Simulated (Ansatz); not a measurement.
# Ti4H3: the cost of one run

Computed with Ansatz 0.2.0 (DFT PBE, scalar-relativistic, plane waves, PAW, unless a step's input says otherwise).

### Step 1. The structure to begin with

Symmetry: P6/mmm, No. 191, hexagonal system. Conventional cell: a = 4.712 Å, b = 4.712 Å, c = 4.266 Å, α = 90.00°, β = 90.00°, γ = 120.00°. Ti (site symmetry -6m2) has 3 H at 1.36 Å as nearest neighbours. Ti (site symmetry 6/mmm) has 2 Ti at 2.13 Å and 6 H at 2.36 Å as nearest neighbours. Around Ti (site symmetry 6/mmm) lie 2 Ti at 2.13 Å. H (site symmetry mmm) has 2 Ti at 1.36 Å as nearest neighbours.

As a file:

```xyz
7
Lattice="4.7119 0.0000 0.0000 -2.3559 4.0806 0.0000 0.0000 0.0000 4.2658" Properties=species:S:1:pos:R:3 pbc="T T T"
Ti    0.0000    2.7204    0.0000
Ti    2.3559    1.3602    0.0000
Ti    0.0000    0.0000    0.0000
Ti    0.0000    0.0000    2.1329
H     2.3559    0.0000    0.0000
H    -1.1780    2.0403    0.0000
H     1.1780    2.0403    0.0000
```

Recipe of the guess: random cell by space group and Wyckoff sites (P6/mmm, No. 191). Lengths come from tabulated atomic sizes and are only a guess.

### Step 2. Probe: one point on a coarse mesh

Input file input.yaml:

```yaml
crystal:
  lattice:
    - [4.71188448, 0.0, 0.0]
    - [-2.35594224, 4.08061166, 0.0]
    - [0.0, 0.0, 4.26583789]
  atoms:
    - { symbol: Ti, position: [0.33333333, 0.66666667, 0.0] }
    - { symbol: Ti, position: [0.66666667, 0.33333333, 0.0] }
    - { symbol: Ti, position: [0.0, 0.0, 0.0] }
    - { symbol: Ti, position: [0.0, 0.0, 0.5] }
    - { symbol: H, position: [0.5, 0.0, 0.0] }
    - { symbol: H, position: [0.0, 0.5, 0.0] }
    - { symbol: H, position: [0.5, 0.5, 0.0] }
basis:
  ecutwfc: 420
kpoints:
  mp_grid: { grid: [6, 6, 4] }
hamiltonian:
  xc: pbe
scf:
  occupations: { method: gaussian, width: 0.1 }
  lower_state_search: "off"
output:
  forces: true
  stress: true
  eigenvalues: true
```

Launch:

```sh
> ansatz run input.yaml --threads 1 --pin off --max-ram 2560MiB --backend cpu --events-out ev --progress --plain --runs-dir out
```

Q: Estimate wall time and peak memory on 1 thread of Intel Xeon 6975P-C (Granite Rapids), shared host.

About 1.7 s, with a peak of 0.38 GiB.
